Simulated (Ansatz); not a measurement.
## Run on MnSb (I4/mmm) — stretched by 2 % along z at fixed volume; spin–orbit coupling, moments along [001]

All numbers below come from DFT, PBE, all-electron LAPW, Dirac equation with spin-orbit coupling (Ansatz).

Command: `ansatz run input.yaml --threads 3 --pin off --max-ram 6144MiB --backend cpu --events-out ev --progress --plain --runs-dir out`

The folder start holds the state saved by an earlier run of the same cell, from which the iterations begin.

```yaml
crystal:
  lattice:
    - [0.0, 2.767478225, 2.85091632]
    - [2.767478225, 0.0, 2.85091632]
    - [2.767478225, 2.767478225, 0.0]
  atoms:
    - { symbol: Mn, position: [0.0, 0.0, 0.0], spin: 3.8, spin_axis: [0.0, 0.0, 1.0] }
    - { symbol: Sb, position: [0.5, 0.5, 0.5] }
magnetization:
  noncollinear: true
  spin_orbit: true
kpoints:
  mp_grid: { grid: [9, 9, 9] }
scf:
  occupations: { method: fermi_dirac, width: 0.025 }
  convergence: { dr2_threshold: 1.0e-08 }
  max_iter: 60
  lower_state_search: "off"
hamiltonian:
  xc: pbe
  pseudopotentials: { kind: all_electron, lapw: { basis_error: 0.00025 } }
output:
  eigenvalues: false
  hubbard: { sites: [{ species: Mn, l: d }] }
checkpoint:
  write: state
  compress: false
  write_every: 100000
  read: start
```

Output:

```
Warning: checkpoint.read: spin treatment differs: saved collinear, current noncollinear; the saved charge density seeds this run and the saved magnetisation is carried along the axis that this deck's starting moments share; the saved density holds an absolute magnetisation of 4.3e0 μB; saved orbitals and DFT+U occupations are not carried
settings of this run that can trade accuracy for cost: output.eigenvalues: false. Do not mix this run's numbers with those of runs without the same settings; the input reference describes each key
Mn: projections on atomic orbitals take those of the free atom 1s2 2s2 2p6 3s2 3p6 3d5 4s2, of charge +0.00 (hamiltonian.pseudopotentials.projection_atoms)
Sb: projections on atomic orbitals take those of the free atom 1s2 2s2 2p6 3s2 3p6 3d10 4s2 4p6 4d10 5s2 5p3, of charge +0.00 (hamiltonian.pseudopotentials.projection_atoms)
LAPW: plane waves up to 8.688 Å⁻¹, error target 2.5e-4 eV per atom; Dirac's equation on spinors; Mn in spheres of 1.355 Å, 15 of its electrons in bands; Sb in spheres of 1.412 Å, 23 of its electrons in bands (how accurate: hamiltonian.pseudopotentials.lapw.basis_error, Limitations)
Engine: ansatz 0.2.0
Pseudopotentials: kind: all_electron
Pseudopotential: Mn, LAPW, valence charge 15, lapw/all_electron/dirac/gaussian/Mn, Dirac's equation, gaussian nucleus
Pseudopotential: Sb, LAPW, valence charge 23, lapw/all_electron/dirac/gaussian/Sb, Dirac's equation, gaussian nucleus
Functional definition: PBE
  parameter kappa = 0.804
  parameter beta = 0.06672455060314922
  exchange = pbe_x(kappa = kappa, mu = beta*pi^2/3)
  correlation = pbe_c(beta = beta)
Crystal: 2 atoms, lattice volume = 43.670 Å³
Basis set: ecut = 287.55468560238717 eV, 515 PW (Γ), exchange–correlation at level 2
Bands: 46, of which v1, the nominal top of the filled ones, is band 38 counted from 1 (37 counted from 0)
Symmetry: 8 space group operations + 8 with time reversal
Magnetic group: BNS 139.537 (UNI 1197), of the structure as read, at distance tolerance 3.5e-5 Å
k-points: 75 of 729 (time reversal used)
Non-local potential: Mn, projectors of the file, none
Non-local potential: Sb, projectors of the file, none
Initial density: read from a saved state, or passed on in memory by an earlier SCF of this step, an earlier step, the calling program or the single point that the run made first
Starting moments: Σ|m| = 3.8 μB on 1 of 2 sites; this step starts from the density that it was given
Initial wavefunctions: plane waves of lowest kinetic energy (no species holds an atomic orbital)
Functional: x = pbe(κ = 0.804, μ = 0.2195149727645171), c = pbe(β = 0.06672455060314922)
iter 1 solved again at ethr=1.06e-6 eV; its pass at ethr=1.00e-1 eV (dr2=4.02e-4 eV) is discarded
SCF iter   1: F=—  HF=-207952.471094 eV  |F-HF|=—  |Δ(HF+E_count)|=         —  Δρ=6.84e-4  dr2=4.08e-4  dr2_m=6.72e-6  ethr=1.06e-6  |M|=3.87e0 ∫|m|=4.17e0 μB  β_m=0.30  ⟨swp⟩=4.1  Hψ=28136  notcnv=0
the basis was enlarged: its passes take 2.9 MiB over the memory plan, 3 of 3 planned eigensolver slots
preconditioner: auto → Kerker (q_TF=auto, 2.666 Å⁻¹)  [metal: Δε(μ)=0.031 eV  Ē_g=6.046 eV  σ=0.025 eV  W_gap=0.28  n_scr=14 (ndim 8)  ℏωp=19.5 eV  f_vac=0.000  D(μ)=0.94/eV (n_scr^D=8)]
spin=Noncollinear: Kerker preconditioning applied to the charge; magnetization (m_x, m_y, m_z) channels mix plain (no charge-response kernel on spin).
SCF iter   2: F=—  HF=-207952.463804 eV  |F-HF|=—  |Δ(HF+E_count)|=   7.29e-3  Δρ=2.64e-4  dr2=4.91e-5  dr2_m=2.61e-6  ethr=1.06e-6  |M|=3.86e0 ∫|m|=4.17e0 μB  β_m=0.53  ⟨swp⟩=2.0  Hψ=9920  notcnv=0
[...]
SCF iter   9: F=—  HF=-207952.460048 eV  |F-HF|=—  |Δ(HF+E_count)|=         —  Δρ=7.57e-7  dr2=3.95e-10  dr2_m=4.73e-12  ethr=1.39e-11  |M|=3.86e0 ∫|m|=4.17e0 μB  β_m=0.92  ⟨swp⟩=2.0  Hψ=9921  notcnv=0
the basis was enlarged: its passes take 15.3 MiB over the memory plan, 3 of 3 planned eigensolver slots
SCF iter  10: F=—  HF=-207952.460065 eV  |F-HF|=—  |Δ(HF+E_count)|=   1.67e-5  Δρ=1.20e-5  dr2=9.65e-8  dr2_m=1.47e-8  ethr=4.76e-12 (applied; sched 1.04e-12)  |M|=3.86e0 ∫|m|=4.17e0 μB  β_m=0.96  ⟨swp⟩=3.9  Hψ=11809  notcnv=0
SCF iter  11: F=—  HF=-207952.460065 eV  |F-HF|=—  |Δ(HF+E_count)|=   2.53e-7  Δρ=5.28e-6  dr2=2.08e-8  dr2_m=1.66e-9  ethr=4.65e-12 (applied; sched 1.04e-12)  |M|=3.86e0 ∫|m|=4.17e0 μB  β_m=0.98  ⟨swp⟩=3.1  Hψ=11805  notcnv=0
SCF iter  12: F=—  HF=-207952.460065 eV  |F-HF|=—  |Δ(HF+E_count)|=   4.74e-8  Δρ=5.40e-6  dr2=2.57e-8  dr2_m=9.09e-11  ethr=4.65e-12 (applied; sched 1.04e-12)  |M|=3.86e0 ∫|m|=4.17e0 μB  β_m=0.80  ⟨swp⟩=3.0  Hψ=11688  notcnv=0
SCF iter  13: F=-207952.460065 eV  HF=-207952.460065 eV  |F-HF|=4.37e-10  |Δ(HF+E_count)|=   2.91e-8  Δρ=1.06e-6  dr2=6.26e-10  dr2_m=6.40e-12  ethr=4.24e-12 (applied; sched 1.04e-12)  |M|=3.86e0 ∫|m|=4.17e0 μB  ⟨swp⟩=3.0  Hψ=10757  notcnv=0
SCF 1 converged in 13 iterations: F = -207952.460065 eV  dr2 = 6.26e-10
SCF converged after 13 iterations
Magnetization: |M| = 3.8638 μB,  M = (+0.0000, -0.0000, +3.8638) μB
Absolute magnetization: 4.1693 μB (∫|m|)
  site 0: m = (+0.0000, +0.0000, +3.8829) μB, |m| = 3.8829 μB  (R = 1.35 Å)
  site 1: m = (+0.0000, +0.0000, -0.1126) μB, |m| = 0.1126 μB  (R = 1.41 Å)
Free energy (F): -207952.460065 eV
Harris-Foulkes:  -207952.460065 eV  (|F-HF|=4.37e-10)
Internal energy: -207952.458134 eV  (E = F + TS)
E sigma→0 (E₀):  -207952.459100 eV
Entropy (-TS):   -0.001931 eV (-0.965 meV/atom)
Fermi energy:    13.841600 eV
--- Per-component energies (eV) ---
  E_band       = -1127.055432
  E_kinetic    = 218087.206077
  E_xc         = -6071.786128
  E_electrostatic = -419967.878082  (all electrons and nuclei)
  E_smearing   = -0.001931  (= −TS)
  E_closure    = 0.000000  (closes the sum)
  E_atoms      = -207939.216033  (free atoms, spherical and without spin; not in F)
  Σ components = -207952.460065   (vs F -207952.460065, Δ=0.00e0)
  Basis errors (estimates in eV, not in F): energy 9.1e-5 per atom: plane waves 8.0e-5 (4.4e-5 summed), levels above the bands 2.3e-45, relativity 1.7e-8, radial functions 1.0e-5, core shells 1.1e-8; eigenvalues (radial functions only) 4.6e-7; not estimated: angular momenta, meshes, grids; target (lapw.basis_error) 2.5e-4; muffin-tin radii Mn 1.355 Å, Sb 1.412 Å
--- Occupation matrices: 1 shell (Löwdin-built; ε = 2.00e-2, provisional) ---
  Mn0 d_3D: site group D4h (4/mmm)
  Mn0 d_3D spinor Tr n = 5.6139  λ = 0.095 0.096 0.105 0.266 0.301 0.889 0.904 0.986 0.986 0.987  [3× xz 0.33 (T2g 1.00) E3/2g(0.67) | z2 1.00 (Eg 1.00) E1/2g(1.00) | x2-y2 0.99 (Eg 0.99) E3/2g(1.00) | 2× x2-y2 0.50 (Eg 1.00) E1/2g(0.50) | 3× xz 0.33 (T2g 1.00) E3/2g(0.67)]
  Tr n, λ and their labels are of the run-group-symmetrised matrices; stabiliser: 16 of 32 elements of G0×{1,Θ} (closed), max defect 2.6e-15 at τ = 4.2e-3
settings of this run that can trade accuracy for cost: output.eigenvalues: false. Do not mix this run's numbers with those of runs without the same settings; the input reference describes each key
```

occupations.tsv:

```
# site	symbol	l	channel	k	occupation	cluster	real_ylm_label	real_ylm_weight	cubic_label	cubic_weight	pseudocubic_irrep	site_irrep	w_site_irrep	cell_site_irrep	w_cell_site_irrep
# projection_atom_Mn: 1s2 2s2 2p6 3s2 3p6 3d5 4s2
# projection_atom_Sb: 1s2 2s2 2p6 3s2 3p6 3d10 4s2 4p6 4d10 5s2 5p3
# site_irrep/w_site_irrep = the cluster's dominant irrep under the shell's site group (Mulliken, in the setting of the per-shell frame z, x; double-valued rows on a spinor block under rep=spin_orbital) and its weight, the cluster's purity; - without a site group
# cell_site_irrep/w_cell_site_irrep = the same under the site's group on the run's cell, the crystal's operations that keep its lattice, with its own per-shell comment where it differs; - as there, and where that group is no smaller or either group is refused
# basis = Löwdin-built
# labels = run-group-symmetrised matrices
# epsilon = 0.02 provisional = true under_converged = false
# stabiliser = 16/32 closed max_defect = 2.6444e-15 tolerance = 0.0042426
# site 0 Mn l=2_3D: orbit=0, site group D4h (4/mmm), |G|=16, z=[0.000000, 0.000000, 1.000000], x=[0.707107, 0.707107, 0.000000], rep=spin_orbital
0	Mn	2_3D	spinor	0	0.095013	0	xz	0.3332	xz	0.3332	T2g	E3/2g	0.6667	-	-
0	Mn	2_3D	spinor	1	0.095536	0	xz	0.3332	xz	0.3332	T2g	E3/2g	0.6667	-	-
0	Mn	2_3D	spinor	2	0.104525	0	xz	0.3332	xz	0.3332	T2g	E3/2g	0.6667	-	-
0	Mn	2_3D	spinor	3	0.266418	1	z2	0.9999	z2	0.9999	Eg	E1/2g	1.0000	-	-
0	Mn	2_3D	spinor	4	0.301197	2	x2-y2	0.9942	x2-y2	0.9942	Eg	E3/2g	1.0000	-	-
0	Mn	2_3D	spinor	5	0.888636	3	x2-y2	0.4999	x2-y2	0.4999	Eg	E1/2g	0.5000	-	-
0	Mn	2_3D	spinor	6	0.904444	3	x2-y2	0.4999	x2-y2	0.4999	Eg	E1/2g	0.5000	-	-
0	Mn	2_3D	spinor	7	0.985552	4	xz	0.3333	xz	0.3333	T2g	E3/2g	0.6667	-	-
0	Mn	2_3D	spinor	8	0.985665	4	xz	0.3333	xz	0.3333	T2g	E3/2g	0.6667	-	-
0	Mn	2_3D	spinor	9	0.986881	4	xz	0.3333	xz	0.3333	T2g	E3/2g	0.6667	-	-
# Tr n = 5.613868
```

Site moments (μB): Mn1 (0.00, 0.00, 3.88); Sb2 (0.00, 0.00, -0.11). Cell moment 3.86 μB.

The Ansatz runs typed with the search for lower states off end where their start leads. These are results for the start and cell typed. The real compound can order otherwise, in a larger cell, or not at all, since semilocal functionals at zero temperature often overstate magnetism.

It took 50 s on 3 threads of Intel(R) Xeon(R) 6975P-C (Granite Rapids), with other jobs on the host, peak memory 1 GiB.
